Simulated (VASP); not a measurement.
# GaP (R-3m) in VASP: notebook

The runs below take GaP through single point, with PBE.

Program: VASP 6.6.1. These are calculated values, not measurements. Logs are shortened: lines on timing, memory, paths and dates and some standing lists are left out, and cuts for length are marked.

### Step 1. The crystal as given

It takes space group R-3m (No. 166, trigonal). The conventional cell has a = 3.886 Å, b = 3.886 Å, c = 19.292 Å, α = 90.00°, β = 90.00°, γ = 120.00°. Around Ga (site symmetry 3m) lie 3 P at 2.40 Å and 1 Ga at 2.49 Å. P (site symmetry 3m) is surrounded by 1 P at 2.21 Å and 3 Ga at 2.40 Å.

Measurements of this composition are mostly on another form, of space group No. 216.

### Step 2. Single point, PBE

INCAR reads:

```
SYSTEM = GaP
ADDGRID = .FALSE. ; ALGO = Normal
EDIFF = 1E-6 ; ENCUT = 400
GGA = PE ; ISIF = 2
ISMEAR = 0 ; LASPH = .TRUE.
LCHARG = .FALSE. ; LREAL = .FALSE.
LWAVE = .FALSE. ; NELM = 100
PREC = Accurate ; SIGMA = 0.05
```

KPOINTS reads:

```
k-points
0
G
  5 5 5
  0 0 0
```

POSCAR reads:

```
GaP
1.0
    1.9430151755      1.1218003346      6.4308101003
   -1.9430151755      1.1218003346      6.4308101003
    0.0000000000     -2.2436006692      6.4308101003
Ga P
2 2
Direct
    0.5646280000      0.5646280000      0.5646280000
    0.4353720000      0.4353720000      0.4353720000
    0.9426110000      0.9426110000      0.9426110000
    0.0573890000      0.0573890000      0.0573890000
```

Potentials or basis: VASP PAW PBE potentials, release 64 (Ga_d, P).

Started as:

```bash
$ cat potpaw_PBE.64/Ga_d/POTCAR potpaw_PBE.64/P/POTCAR > POTCAR
$ mpirun -np 1 vasp_std > vasp.out
```

OUTCAR:

```text
SYSTEM = GaP
   EDIFF = 1E-6
   ENCUT = 400
   GGA = PE
   ISIF = 2
   ISMEAR = 0
   LASPH = .TRUE.
   LREAL = .FALSE.
   NELM = 100
   PREC = Accurate

 Found     19 irreducible k-points:

 Following reciprocal coordinates:
            Coordinates               Weight
  0.000000  0.000000  0.000000      1.000000
  0.200000  0.000000 -0.000000      6.000000
  0.400000  0.000000  0.000000      6.000000
  0.200000  0.200000 -0.000000      6.000000
  0.400000  0.200000  0.000000     12.000000
 -0.400000  0.200000  0.000000     12.000000
   k-points           NKPTS =     19   k-points in BZ     NKDIM =     19   number of bands    NBANDS=     22
   number of dos      NEDOS =    301   number of ions     NIONS =      4
   total plane-waves  NPLWV = 110592
   dimension x,y,z NGX =    48 NGY =   48 NGZ =   48
   dimension x,y,z NGXF=    96 NGYF=   96 NGZF=   96
   ions per type =               2   2
   NGX,Y,Z   is equivalent  to a cutoff of  11.72, 11.72, 11.72 a.u.
   NGXF,Y,Z  is equivalent  to a cutoff of  23.43, 23.43, 23.43 a.u.
 SYSTEM =  GaP
   PREC   = accura    normal or accurate (medium, high low for compatibility)
   ISTART =      0    job   : 0-new  1-cont  2-samecut
   ICHARG =      2    charge: 1-file 2-atom 10-const
   ISPIN  =      1    spin polarized calculation?
   LNONCOLLINEAR =      F non collinear calculations
   LSORBIT =      F    spin-orbit coupling
   LASPH  =      T    aspherical Exc in radial PAW
   ENCUT  =  400.0 eV  29.40 Ry    5.42 a.u.  11.11 11.11 11.11*2*pi/ulx,y,z
   NELM   =    100;   NELMIN=  2; NELMDL= -5     # of ELM steps
   EDIFF  = 0.1E-05   stopping-criterion for ELM
[... 18 lines left out ...]
     AMIX     =   0.40;   BMIX     =  1.00
     AMIX_MAG =   1.60;   BMIX_MAG =  1.00
  volume/ion in A,a.u.               =      21.03       141.89
  Fermi-wavevector in a.u.,A,eV,Ry     =   1.233785  2.331515 20.711129  1.522225
  Thomas-Fermi vector in A             =   2.368501
   LORBIT       =      0    0 simple, 1 ext, 2 COOP (PROOUT), +10 PAW based schemes
   GGA     = PE    functional components
[... 5 lines left out ...]
 non-spin polarized calculation
 Gauss-broadening in eV      SIGMA  =   0.05
  energy-cutoff  :      400.00
  volume of cell :       84.10
 maximum number of plane-waves:      1544
 NGX is ok and might be reduce to    48
   NGX = 23   NGY = 23   NGZ = 23

 number of electron      35.9999994 magnetization

 Free energy of the ion-electron system (eV)
  ---------------------------------------------------
  ext. energy  EPLUGINS =         0.00000000
  ---------------------------------------------------
  free energy    TOTEN  =       -17.69382291 eV

  energy without entropy =      -17.69382291  energy(sigma->0) =      -17.69382291

 E-fermi :   4.8349     XC(G=0):  -9.6627

 val. band max:        4.6248076994   @ k =   0.0000   0.0000   0.0000
 cond. band min:       5.6532399278   @ k =  -0.4000  -0.4000   0.2000
 fundamental gap:      1.0284322285
 Fermi energy:         4.8349416069

 k-point     1 :       0.0000    0.0000    0.0000
  band No.  band energies     occupation
      1     -10.1437      2.00000
      2     -10.0169      2.00000
      3     -10.0169      2.00000
      4     -10.0023      2.00000
      5     -10.0023      2.00000
      6      -9.9513      2.00000
      7      -9.9513      2.00000
      8      -9.8319      2.00000
      9      -9.8319      2.00000
     10      -9.8203      2.00000
     11      -8.4942      2.00000
     12      -5.7953      2.00000
     13      -2.5215      2.00000
     14       2.8329      2.00000
     15       2.8329      2.00000
     16       4.3700      2.00000
     17       4.6248      2.00000
     18       4.6248      2.00000
     19       5.7563      0.00000
     20       6.1220      0.00000
     21       7.3694      0.00000
     22       8.2916      0.00000

 k-point     2 :       0.2000    0.0000   -0.0000
  band No.  band energies     occupation
      1     -10.1366      2.00000
      2     -10.0577      2.00000
      3     -10.0218      2.00000
      4     -10.0136      2.00000
      5      -9.9872      2.00000
      6      -9.9581      2.00000
      7      -9.9417      2.00000
      8      -9.8437      2.00000
      9      -9.8338      2.00000
     10      -9.7893      2.00000
     11      -8.1119      2.00000
     12      -5.4381      2.00000
     13      -2.3072      2.00000
     14       1.0116      2.00000
     15       2.0873      2.00000
     16       2.4070      2.00000
     17       3.6958      2.00000
     18       3.8440      2.00000
     19       6.9078      0.00000
     20       7.2279      0.00000
     21       7.3758      0.00000
     22       9.3169      0.00000

 k-point     3 :       0.4000    0.0000    0.0000
  band No.  band energies     occupation
      1     -10.1292      2.00000
      2     -10.1096      2.00000
      3     -10.0444      2.00000
      4     -10.0106      2.00000
      5      -9.9697      2.00000
      6      -9.9628      2.00000
      7      -9.9226      2.00000
      8      -9.8529      2.00000
      9      -9.8372      2.00000
     10      -9.7544      2.00000
     11      -7.3068      2.00000
     12      -4.6377      2.00000
     13      -2.4605      2.00000
     14      -0.4443      2.00000
     15       0.0672      2.00000
     16       1.8781      2.00000
     17       2.3100      2.00000
     18       3.0085      2.00000
     19       6.3442      0.00000
     20       7.3175      0.00000
     21       8.1290      0.00000
     22       9.2401      0.00000

 k-point     4 :       0.2000    0.2000   -0.0000
  band No.  band energies     occupation
      1     -10.1363      2.00000
      2     -10.0512      2.00000
      3     -10.0266      2.00000
      4     -10.0154      2.00000
      5      -9.9867      2.00000
      6      -9.9580      2.00000
      7      -9.9419      2.00000
      8      -9.8477      2.00000
      9      -9.8322      2.00000
     10      -9.7894      2.00000
     11      -8.0896      2.00000
     12      -5.5236      2.00000
     13      -2.1563      2.00000
     14       1.0953      2.00000
     15       1.7517      2.00000
     16       2.2986      2.00000
     17       3.9589      2.00000
     18       4.0869      2.00000
     19       6.4277      0.00000
     20       6.9550      0.00000
     21       8.0973      0.00000
     22       8.7465      0.00000

 k-point     5 :       0.4000    0.2000    0.0000
  band No.  band energies     occupation
      1     -10.1269      2.00000
      2     -10.0898      2.00000
      3     -10.0471      2.00000
      4     -10.0091      2.00000
      5      -9.9828      2.00000
      6      -9.9539      2.00000
      7      -9.9333      2.00000
      8      -9.8541      2.00000
      9      -9.8365      2.00000
     10      -9.7615      2.00000
     11      -7.4695      2.00000
     12      -4.9209      2.00000
     13      -2.1097      2.00000
     14      -0.1858      2.00000
     15       0.4294      2.00000
     16       1.4882      2.00000
     17       2.2115      2.00000
     18       3.4838      2.00000
     19       7.0874      0.00000
     20       7.7639      0.00000
     21       8.7610      0.00000
     22       8.9003      0.00000

 k-point     6 :      -0.4000    0.2000    0.0000
  band No.  band energies     occupation
      1     -10.1236      2.00000
      2     -10.1093      2.00000
      3     -10.0541      2.00000
      4     -10.0070      2.00000
      5      -9.9862      2.00000
      6      -9.9478      2.00000
      7      -9.9275      2.00000
      8      -9.8513      2.00000
      9      -9.8429      2.00000
     10      -9.7475      2.00000
     11      -6.9970      2.00000
     12      -4.2073      2.00000
     13      -2.5735      2.00000
     14      -1.1377      2.00000
     15       0.2771      2.00000
     16       1.0664      2.00000
     17       1.1658      2.00000
     18       3.1025      2.00000
     19       7.0699      0.00000
     20       8.0804      0.00000
     21       8.7735      0.00000
     22       9.0426      0.00000

 [... further k-points ...]

------------------------ aborting loop because EDIFF is reached ----------------------------------------

  FORCE on cell =-STRESS in cart. coord.  units (eV):
  Direction    XX          YY          ZZ          XY          YZ          ZX
  --------------------------------------------------------------------------------------
  -------------------------------------------------------------------------------------
  Total       -0.0379383     -0.0379383     -0.1467829     -0.0000000      0.0000000      0.0000000
  in kB       -0.7227368     -0.7227368     -2.7962582     -0.0000000      0.0000000      0.0000000
  external PRESSURE =      -1.4139106 kB  Pullay stress =       0.0000000 kB

 VOLUME and BASIS-vectors are now :
 -----------------------------------------------------------------------------
  energy-cutoff  :      400.00
  volume of cell :       84.10
      direct lattice vectors                 reciprocal lattice vectors
     1.943015176  1.121800335  6.430810100     0.257332010  0.148570705  0.051833801
    -1.943015176  1.121800335  6.430810100    -0.257332010  0.148570705  0.051833801
     0.000000000 -2.243600669  6.430810100     0.000000000 -0.297141410  0.051833801

 POSITION                                       TOTAL-FORCE (eV/Angst)
 -----------------------------------------------------------------------------------
      0.00000      0.00000     10.89305         0.000000     -0.000000     -0.044549
      0.00000      0.00000      8.39938         0.000000      0.000000      0.044549
      0.00000      0.00000     18.18526         0.000000     -0.000000     -0.014671
      0.00000      0.00000      1.10717         0.000000      0.000000      0.014671
 -----------------------------------------------------------------------------------
    total drift:                               -0.000000      0.000000      0.000000

  FREE ENERGIE OF THE ION-ELECTRON SYSTEM (eV)
  ---------------------------------------------------
  free  energy   TOTEN  =       -17.6938229092 eV

  energy  without entropy=      -17.6938229092  energy(sigma->0) =      -17.69382291
```

Run time: 34 s. Hardware: 1 thread of Intel Xeon Platinum 8488C (Sapphire Rapids), shared host; peak memory 0.31 GiB.

These settings aren't checked as converged: the numbers below hold their error.

Results:

```yaml
Free_energy: -17.6938 eV
Pressure: -0.1 GPa
Largest_force: 0.045 eV/Å
Band_gap_on_the_k_mesh: 1.03 eV, indirect (least direct gap 1.13 eV)
```

Caveat: an odd mesh through Γ misses points on the zone boundary, where band edges often lie.

### Step 3. Single point, PBE

Changes to INCAR since step 2:

```diff
@@ -2,3 +2,3 @@
 ADDGRID = .FALSE. ; ALGO = Normal
-EDIFF = 1E-6 ; ENCUT = 400
+EDIFF = 1E-6 ; ENCUT = 300
 GGA = PE ; ISIF = 2
```

KPOINTS reads:

```
k-points
0
G
  6 6 6
  0 0 0
```

POSCAR is that of step 2.

Potentials or basis: VASP PAW PBE potentials, release 64 (Ga_d, P).

Started as:

```bash
$ cat potpaw_PBE.64/Ga_d/POTCAR potpaw_PBE.64/P/POTCAR > POTCAR
$ mpirun -np 1 vasp_std > vasp.out
```

Wall time 35 s (1 thread of Intel Xeon Platinum 8488C (Sapphire Rapids), shared host); peak memory 0.23 GiB.

These settings aren't checked as converged: the numbers below hold their error.

Results:

```
Free energy            : -17.7206 eV
Largest force          : 0.053 eV/Å
Band gap on the k mesh : 0.84 eV, indirect (least direct gap 1.14 eV)
```

Caveat: the cutoff is under 1.25 times the usual one of these potentials, so pressure, stress and relaxed cells hold a basis-set (Pulay) error.
